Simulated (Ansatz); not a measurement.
Density of states of Hg (P6/mmm, a = 5.326 Å, b = 5.326 Å, c = 3.139 Å, α = 90.00°, β = 90.00°, γ = 120.00°), in states per eV and primitive cell, averaged over bins of 0.3 eV. Level of theory: DFT PBE+D3(BJ), scalar-relativistic, plane waves, PAW (Ansatz 0.2.0).

Settings: cutoff 420 eV, Γ-centred mesh 9×9×14 on the computed 3-atom cell, Gaussian smearing of 0.10 eV; no spin polarisation.

The cell is relaxed at this level. The states (both spins) are summed by tetrahedra on a 14×14×21 mesh at the self-consistent density. Energies are bin centres; the table starts no lower than −8 eV and ends at 6 eV, or lower where the solved bands end.

It is a metal at this level.

```tsv
E − E_F (eV)	total	Hg 5d	Hg 6s
-7.90	0.36	0.03	0.33
-7.60	2.11	1.42	0.68
-7.30	14.55	13.09	1.44
-7.00	16.62	15.66	0.92
-6.70	15.16	14.67	0.43
-6.40	17.21	16.71	0.44
-6.10	17.06	16.69	0.32
-5.80	17.23	16.92	0.29
-5.50	2.67	2.28	0.38
-5.20	0.65	0.26	0.38
-4.90	0.73	0.25	0.47
-4.60	0.74	0.21	0.51
-4.30	0.79	0.19	0.56
-4.00	0.80	0.17	0.59
-3.70	0.84	0.15	0.63
-3.40	0.92	0.15	0.69
-3.10	0.94	0.14	0.72
-2.80	0.94	0.12	0.72
-2.50	0.98	0.11	0.76
-2.20	1.07	0.10	0.83
-1.90	1.20	0.11	0.94
-1.60	1.40	0.11	1.14
-1.30	1.51	0.10	1.26
-1.00	1.17	0.06	1.00
-0.70	1.08	0.05	0.85
-0.40	0.65	0.02	0.43
-0.10	0.47	0.01	0.18
0.20	0.65	0.01	0.17
0.50	0.81	0.01	0.17
0.80	0.97	0.01	0.17
1.10	1.14	0.01	0.16
1.40	1.31	0.02	0.14
1.70	1.46	0.02	0.14
2.00	1.17	0.01	0.11
2.30	1.15	0.01	0.08
2.60	1.24	0.01	0.07
2.90	1.32	0.01	0.07
3.20	1.29	0.01	0.05
3.50	1.24	0.01	0.04
3.80	1.32	0.01	0.04
4.10	1.49	0.01	0.04
4.40	1.36	0.01	0.04
```

The columns after the total are the Löwdin projections on the occupied valence shells of the potentials. The rest of the total lies in shells that are empty in the free atom, which aren't projected, and between the atoms.

Spin-orbit coupling is left out, which matters for the bands of heavy elements.

This form isn't the element's structure at ambient conditions.

Cost: 1 run of about 0.91 core-minutes, on Arm Neoverse V1 (shared hosts).